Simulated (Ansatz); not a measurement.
The system is TiCo.

```xyz
2
Lattice="2.9861 0.0000 0.0000 0.0000 2.9861 0.0000 0.0000 0.0000 2.9861" Properties=species:S:1:pos:R:3 pbc="T T T"
Co    1.4931    1.4931    1.4931
Ti    0.0000    0.0000    0.0000
```

The cell comes from a database or a generator and needn't be the stable form of this composition.

```yaml
Program: Ansatz 0.2.0
Task: relaxation of cell and atoms
Functional: PBEsol
Potentials_or_basis: all-electron LAPW, scalar-relativistic
Basis_error_allowed: 0.001 eV/atom
k_mesh: 9 × 9 × 9
Occupations: fermi-dirac, width 0.05 eV
Spin: collinear spin, ferromagnetic start
Starting_moments: "[2.0, 1.0] μB"
```

At the start: volume 13.31 Å³/atom.

Problem. How do energy, volume and symmetry change on relaxing?

Solution. Over 4 steps the energy falls by 16.8 meV/atom and the volume is 12.68 Å³/atom (-4.8 %); space group Pm-3m (No. 221, to 0.05 Å); moment 0.63 μB per cell.

Step by step:
| step | energy change (eV) | largest force (eV/Å) | volume (Å³) |
| --- | --- | --- | --- |
| 1 | 0.0000 | 0.0000 | 26.63 |
| 2 | -0.0335 | 0.0000 | 25.40 |
| 3 | -0.0335 | 0.0000 | 25.36 |
| 4 | -0.0335 | 0.0000 | 25.36 |

Final structure:
```cif
data_structure
_symmetry_space_group_name_H-M 'P 1'
_symmetry_Int_Tables_number 1
_cell_length_a 2.9378
_cell_length_b 2.9378
_cell_length_c 2.9378
_cell_angle_alpha 90.000
_cell_angle_beta 90.000
_cell_angle_gamma 90.000
_cell_volume 25.36
loop_
_atom_site_label
_atom_site_type_symbol
_atom_site_fract_x
_atom_site_fract_y
_atom_site_fract_z
_atom_site_occupancy
Co1 Co 0.50000 0.50000 0.50000 1
Ti1 Ti 0.00000 0.00000 0.00000 1
```
